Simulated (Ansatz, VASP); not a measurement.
One calculation of KI, two programs

```
K I
1.0
     0.00000    3.36475    3.36475
     3.36475    0.00000    3.36475
     3.36475    3.36475    0.00000
K I
1 1
Direct
  0.00000 0.00000 0.00000
  0.50000 0.50000 0.50000
```

Alike in both runs: task relaxation of cell and atoms; functional PBE; k mesh 6 × 6 × 6; occupations gaussian, width 0.02 eV; no spin polarisation.

|  | VASP | Ansatz |
| --- | --- | --- |
| version | VASP 6.6.1 | Ansatz 0.2.0 |
| potentials or method | VASP PAW PBE potentials, release 64 (K_sv, I) | scalar-relativistic, plane waves, PAW |
| plane-wave cutoff (eV) | 600 | 420 |
| valence electrons in the cell | 16 | 26 |

Ansatz gave:

* gap on the k mesh at the Fermi level, each at its own relaxed structure (eV): 3.85
* relaxed volume (Å³/atom): 46.44
* relaxed cell length with the largest relative difference (Å): 5.083
* energy change over the relaxation (meV/atom): -70

Question: Which values does VASP return?

Answer: gap on the k mesh at the Fermi level, each at its own relaxed structure (eV): 3.85; relaxed volume (Å³/atom): 46.29; relaxed cell length with the largest relative difference (Å): 5.078; energy change over the relaxation (meV/atom): -72.

The two sets of potentials don't hold the same shells in valence.

Caveats: the volume moved by over 15 % at a fixed basis, so the end points are rough (VASP); spin-orbit coupling is left out, which moves the levels of the heavy elements.
